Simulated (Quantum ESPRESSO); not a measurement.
# AlNi (Pm-3m) in Quantum ESPRESSO: further runs, part 3 of 3

Quantum ESPRESSO 7.5. Earlier steps stand in the parts before.

### 4 Hubbard U by linear response, PBE+U, collinear spin, ferromagnetic start

pw.in reads:

```
&CONTROL
  calculation = 'scf'
  prefix = 'pwscf'
  outdir = './tmp'
  pseudo_dir = './pseudo'
  tprnfor = .true.
  tstress = .true.
  disk_io = 'low'
/
&SYSTEM
  ibrav = 0
  nat = 2
  ntyp = 2
  ecutwfc = 45
  ecutrho = 360
  nbnd = 20
  occupations = 'smearing'
  smearing = 'mv'
  degauss = 0.01999163
  nspin = 2
  starting_magnetization(1) = 0.0556
  starting_magnetization(2) = 0
/
&ELECTRONS
  conv_thr = 4d-10
  electron_maxstep = 120
  mixing_beta = 0.3
/
ATOMIC_SPECIES
Ni    58.6934 ni_pbe_v1.4.uspp.F.UPF
Al    26.9815 al_pbe_v1.uspp.F.UPF
CELL_PARAMETERS angstrom
   2.8810000000    0.0000000000    0.0000000000
   0.0000000000    2.8810000000    0.0000000000
   0.0000000000    0.0000000000    2.8810000000
ATOMIC_POSITIONS crystal
Ni     0.5000000000    0.5000000000    0.5000000000
Al     0.0000000000    0.0000000000    0.0000000000
K_POINTS automatic
8 8 8 0 0 0
HUBBARD {ortho-atomic}
U Ni-3d 4.0
```

scf2.in reads:

```
&CONTROL
  calculation = 'scf'
  prefix = 'pwscf'
  outdir = './tmp'
  pseudo_dir = './pseudo'
  tprnfor = .true.
  tstress = .true.
  disk_io = 'low'
/
&SYSTEM
  ibrav = 0
  nat = 2
  ntyp = 2
  ecutwfc = 45
  ecutrho = 360
  nbnd = 20
  occupations = 'smearing'
  smearing = 'mv'
  degauss = 0.01999163
  nspin = 2
  starting_magnetization(1) = 0.0556
  starting_magnetization(2) = 0
/
&ELECTRONS
  conv_thr = 1d-13
  electron_maxstep = 120
  mixing_beta = 0.3
  startingpot = 'file'
  startingwfc = 'file'
/
ATOMIC_SPECIES
Ni    58.6934 ni_pbe_v1.4.uspp.F.UPF
Al    26.9815 al_pbe_v1.uspp.F.UPF
CELL_PARAMETERS angstrom
   2.8810000000    0.0000000000    0.0000000000
   0.0000000000    2.8810000000    0.0000000000
   0.0000000000    0.0000000000    2.8810000000
ATOMIC_POSITIONS crystal
Ni     0.5000000000    0.5000000000    0.5000000000
Al     0.0000000000    0.0000000000    0.0000000000
K_POINTS automatic
8 8 8 0 0 0
HUBBARD {ortho-atomic}
U Ni-3d 4.0
```

hp.in reads:

```
&INPUTHP
  prefix = 'pwscf'
  outdir = './tmp'
  nq1 = 2
  nq2 = 2
  nq3 = 2
  conv_thr_chi = 1d-06
  niter_max = 80
  iverbosity = 1
  alpha_mix(1) = 0.15
/
```

Potentials or basis: GBRV 1.5 PBE.

Command:

```
> OMP_NUM_THREADS=1 pw.x -in pw.in > pw.out
> OMP_NUM_THREADS=1 pw.x -in scf2.in > scf2.out
> OMP_NUM_THREADS=1 hp.x -in hp.in > hp.out
```

pw.out:

```text
This program is part of the open-source Quantum ESPRESSO suite
     for quantum simulation of materials; please cite
[... 9 lines left out ...]
     --------------------
     sticks:   dense  smooth     PW     G-vecs:    dense   smooth      PW
     Sum         853     421    137                18805     6619    1237

     Using Slab Decomposition

     bravais-lattice index     =            0
     lattice parameter (alat)  =       5.4443  a.u.
     unit-cell volume          =     161.3713 (a.u.)^3
     number of atoms/cell      =            2
     number of atomic types    =            2
     number of electrons       =        21.00
     number of Kohn-Sham states=           20
     kinetic-energy cutoff     =      45.0000  Ry
     charge density cutoff     =     360.0000  Ry
     scf convergence threshold =      4.0E-10
     mixing beta               =       0.3000
     number of iterations used =            8  plain     mixing
     Exchange-correlation= SLA  PW   PBE  PBE
                           (   1   4   3   4   0   0   0)
     Hubbard projectors: ortho-atomic
     Hubbard parameters of DFT+U (Dudarev formulation) in eV:
     U(Ni-3d) =  4.0000

     Internal variables: lda_plus_u =T, lda_plus_u_kind = 0

     Internal variables: orbital_resolved =F, hub_pot_fix =F, apply_U = F

     celldm(1)=   5.444301  celldm(2)=   0.000000  celldm(3)=   0.000000
     celldm(4)=   0.000000  celldm(5)=   0.000000  celldm(6)=   0.000000

     crystal axes: (cart. coord. in units of alat)
               a(1) = (   1.000000   0.000000   0.000000 )
               a(2) = (   0.000000   1.000000   0.000000 )
               a(3) = (   0.000000   0.000000   1.000000 )

[... 641 lines left out ...]
    22.8672  38.7989  40.6223  42.4560

          k =-0.5000-0.5000-0.5000 (   840 PWs)   bands (ev):

   -88.4351 -48.8999 -48.8999 -48.8999   9.1036   9.1036   9.1036  12.2339
    12.2339  15.9123  15.9123  15.9123  17.2554  18.1244  18.1244  18.1244
    21.7189  40.8784  40.8784  45.0116

 ------ SPIN DOWN ----------

          k = 0.0000 0.0000 0.0000 (   799 PWs)   bands (ev):

   -88.4395 -48.8804 -48.8804 -48.8804   2.6104   9.8460   9.8460  11.6134
    11.6134  11.6134  19.2577  19.2577  19.2577  22.0112  22.0112  27.3243
    34.6087  34.6087  34.6087  37.0602
[... 195 lines left out ...]
   -88.4353 -48.9002 -48.9002 -48.8965   8.9075   9.2237   9.2237  11.8254
    12.2292  14.7858  14.7858  15.7141  16.7243  19.2784  19.6213  19.6213
    22.8672  38.7989  40.6223  42.4560

          k =-0.5000-0.5000-0.5000 (   840 PWs)   bands (ev):

   -88.4351 -48.8999 -48.8999 -48.8999   9.1036   9.1036   9.1036  12.2339
    12.2339  15.9123  15.9123  15.9123  17.2554  18.1244  18.1244  18.1244
    21.7189  40.8784  40.8784  45.0116

     the Fermi energy is    13.4155 ev

!    total energy              =    -349.92893882 Ry
     estimated scf accuracy    <          3.9E-12 Ry
     smearing contrib. (-TS)   =       0.00028879 Ry
     internal energy E=F+TS    =    -349.92922761 Ry

     The total energy is F=E-TS. E is the sum of the following terms:
     one-electron contribution =    -264.32157428 Ry
     hartree contribution      =     143.82700245 Ry
     xc contribution           =     -40.12785517 Ry
     ewald contribution        =    -189.45116224 Ry
     Hubbard energy            =       0.14436164 Ry

     total magnetization       =    -0.00 Bohr mag/cell
     absolute magnetization    =     0.00 Bohr mag/cell

     convergence has been achieved in  22 iterations

     Forces acting on atoms (cartesian axes, Ry/au):

     atom    1 type  1   force =     0.00000000    0.00000000    0.00000000
     atom    2 type  2   force =     0.00000000    0.00000000    0.00000000

     Total force =     0.000000     Total SCF correction =     0.000000

     Computing stress (Cartesian axis) and pressure

          total   stress  (Ry/bohr**3)                   (kbar)     P=       15.16
   0.00010307   0.00000000   0.00000000           15.16        0.00        0.00
   0.00000000   0.00010307   0.00000000            0.00       15.16        0.00
   0.00000000   0.00000000   0.00010307            0.00        0.00       15.16

=------------------------------------------------------------------------------=
   JOB DONE.
=------------------------------------------------------------------------------=
```

Wall time 6.6 min (1 thread of Arm Neoverse V1, shared host); peak memory 0.13 GiB.

Results:

```
Free energy                                           : -4761.0258 eV
Pressure                                              : 1.5 GPa
Band gap on the k mesh                                : none (metal or under the smearing width)
Net moment                                            : 0.00 μB per cell
Absolute moment                                       : 0.00 μB per cell
Valence electrons inside the program's atomic spheres : Ni 16.90; Al 1.22
Hubbard U from linear response                        : 10.03 eV
```

Eigenvalues of the final occupation matrices:
| site | spin | trace | eigenvalues |
| --- | --- | --- | --- |
| Ni 1 3d | 1 | 4.45 | 0.89 0.89 0.89 0.89 0.89 |
| Ni 1 3d | 2 | 4.45 | 0.89 0.89 0.89 0.89 0.89 |

Hubbard U from linear response:
| site | manifold | U (eV) |
| --- | --- | --- |
| 1 | Ni-3d | 10.03 |
On the first site the bare response is -0.396 and the screened one -0.079 eV⁻¹.

Caveat: the U is typed as a test and isn't derived for this compound.

### 5 The runs side by side

| task | level | potentials or basis | U | cell | k mesh | smearing | form of the LDA correlation | k mesh for the Wannier functions | start of the occupations | hubbard projectors | q mesh | gap on the mesh (eV) | pressure (GPa) | moment (μB) |
| --- | --- | --- | --- | --- | --- | --- | --- | --- | --- | --- | --- | --- | --- | --- |
| phonons | LDA | GBRV 1.5 LDA | - | relaxed | 9 × 9 × 9 | methfessel-paxton 0.136 eV | PZ81 | - | - | - | - | none | -0.1 | 0.00 |
| Wannier functions | PBE | GBRV 1.5 PBE | - | as given | 7 × 7 × 7 | fermi-dirac 0.05 eV | - | 5 × 5 × 5 | - | - | - | none | 2.1 | 0.00 |
| Hubbard U by linear response | PBE+U | GBRV 1.5 PBE | Ni d U = 4 eV | as given | 8 × 8 × 8 | cold 0.272 eV | - | - | default | ortho-atomic | 2 × 2 × 2 | none | 1.5 | 0.00 |

Alike in all rows: spin collinear, ferromagnetic start; cutoff (eV) 612.

Caveats: the mesh is thin for the phonons of a metal (some runs); the U is typed as a test and isn't derived for this compound (some runs).

Absolute energies hang on the potentials; compare differences alone.
